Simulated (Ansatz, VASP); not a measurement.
# C in VASP and in Ansatz

INCAR

```
SYSTEM = C
ALGO     = Normal         ! electronic algorithm
EDIFF    = 1E-8           ! SCF threshold, eV
ENCUT    = 520            ! plane-wave cutoff, eV
GGA      = PE             ! functional
ISIF     = 2              ! what is computed and relaxed
ISMEAR   = -1             ! smearing method
LASPH    = .True.         ! aspherical terms in the spheres
LCHARG   = .False.        ! write CHGCAR
LEFG     = .True.       
LREAL    = .False.        ! projectors in reciprocal space
LWAVE    = .False.        ! write WAVECAR
NBANDS   = 8              ! bands
NELM     = 100            ! most SCF steps
PREC     = Accurate       ! precision mode
SIGMA    = 0.03           ! smearing width, eV
```

Contents of KPOINTS:

```
k-points
0
Gamma
  15 15 15
  0 0 0
```

Contents of POSCAR:

```
C
1.0
    1.7636463210      0.0000000000      0.0000000000
    0.0000000000      1.7636463210      0.0000000000
    0.0000000000      0.0000000000      1.7636463210
C
1
Direct
    0.0000000000      0.0000000000      0.0000000000
```

Input for Ansatz:

```yaml
crystal:
  lattice:
    - [1.763646321, 0.0, 0.0]
    - [0.0, 1.763646321, 0.0]
    - [0.0, 0.0, 1.763646321]
  atoms:
    - { symbol: C, position: [0.0, 0.0, 0.0] }
kpoints:
  mp_grid: { grid: [15, 15, 15] }
scf:
  occupations: { method: fermi_dirac, width: 0.03 }
hamiltonian:
  xc: pbe
  pseudopotentials: { kind: paw }
output:
  forces: true
  stress: true
  eigenvalues: true
  efg: { contact_densities: true }
  write_density: true
  write_potential: true
  elf: true
  volumetric_format: npy
```

Change from the starting cell: volume scaled by 0.98, PAW files.

Alike in both runs: task electric field gradients; functional PBE; k mesh 15 × 15 × 15; occupations fermi-dirac, width 0.03 eV; no spin polarisation.

|  | VASP | Ansatz |
| --- | --- | --- |
| version | VASP 6.6.1 | Ansatz 0.2.0 |
| potentials or method | VASP PAW PBE potentials, release 64 (C) | PAW with Ansatz's default frozen-core files, scalar-relativistic |
| plane-wave cutoff (eV) | 520 | 420 |
| valence electrons in the cell | 4 | 4 |

Ansatz gave:

```
pressure (GPa)                                                 : 6.3
Vzz of the field gradient on the site that differs most (V/Å²) : 0.0
```

Task: Which values does VASP return?

Result: Pressure (GPa): 6.5; Vzz of the field gradient on the site that differs most (V/Å²): 0.0.

The functional is the same, so the differences come from potentials, cutoffs and numerics.
